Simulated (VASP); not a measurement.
Input of a VASP 6.6.1 run:

The input INCAR:

```
SYSTEM = HgTe
  ALGO = Fast
  EDIFF = 1E-6
  ENCUT = 520
  GGA = PE
  ISIF = 2
  ISMEAR = 0
  LASPH = .True.
  LCHARG = .False.
  LREAL = .False.
  LWAVE = .False.
  NBANDS = 36
  NELM = 100
  PREC = Accurate
  SIGMA = 0.1
```

KPOINTS

```
k-points
0
Gamma
  6 6 10
  0 0 0
```

File POSCAR:

```
HgTe
1.0
    7.4599000010      0.0000000000      0.0000000000
   -3.7299500005      6.4604629105      0.0000000000
    0.0000000000      0.0000000000      4.2843244999
Hg Te
3 3
Direct
    0.0000000000      0.0000000000      0.0000000000
    0.3333333333      0.6666666667      0.5000000000
    0.6666666667      0.3333333333      0.5000000000
    0.5000000000      0.0000000000      0.0000000000
    0.5000000000      0.5000000000      0.0000000000
    0.0000000000      0.5000000000      0.0000000000
```

Potentials or basis: VASP PAW PBE potentials, release 64 (Hg, Te).

Run with:

```sh
$ cat potpaw_PBE.64/Hg/POTCAR potpaw_PBE.64/Te/POTCAR > POTCAR
$ mpirun -np 1 vasp_std > vasp.out
```

Problem. What does it give for the band gap on the k mesh?

Solution. None (metal or under the smearing width).

Problem. What does it give for the pressure?

Solution. 0.1 GPa.

Spin-orbit coupling is left out, which matters for the levels of Hg, Te.
